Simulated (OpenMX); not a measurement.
TiAl3:

```xyz
4
Lattice="-1.9111 1.9111 4.2807 1.9111 -1.9111 4.2807 1.9111 1.9111 -4.2807" Properties=species:S:1:pos:R:3 pbc="T T T"
Ti    0.0000    0.0000    0.0000
Al    1.9111    0.0000    2.1403
Al    0.0000    1.9111    2.1403
Al    0.0000    0.0000    4.2807
```

The cell comes from a database or a generator and needn't be the stable form of this composition.

* Program: OpenMX 3.8.5
* Task: single point
* Functional: PBE
* Potentials or basis: OpenMX 2013 PBE set, Ti7.0-s3p2d2, Al7.0-s2p2d1, grid cutoff 400 Ry
* k mesh: 11 × 11 × 11
* Occupations: fermi-dirac, width 0.05 eV
* Spin: no spin polarisation

On this cell: pressure 1.7 GPa; largest force 0.008 eV/Å; band gap on the k mesh none (metal or under the smearing width).

The same run follows on a disturbed copy (atoms moved at random, drawn with an rms of 0.05 Å):

```xyz
4
Lattice="-1.9111 1.9111 4.2807 1.9111 -1.9111 4.2807 1.9111 1.9111 -4.2807" Properties=species:S:1:pos:R:3 pbc="T T T"
Ti    0.0100   -0.0282   -0.0191
Al    1.9410    0.0420    2.1030
Al   -0.0123    1.9116    2.1052
Al   -0.0290    0.0296    4.2389
```

**Question.** What does the disturbed cell give?

**Answer.** The energy (extrapolated to zero smearing) moves by +8.4 meV/atom; pressure 1.9 GPa; largest force 0.635 eV/Å; band gap on the k mesh none (metal or under the smearing width).

Forces in eV/Å, atoms in the order of the input:
```
Ti  -0.257  0.565 -0.134
Al  -0.296 -0.318  0.052
Al   0.215  0.154  0.052
Al   0.344 -0.401  0.029
```

Caveats: the basis of atomic orbitals isn't converged, which shifts pressures, moduli and gaps.
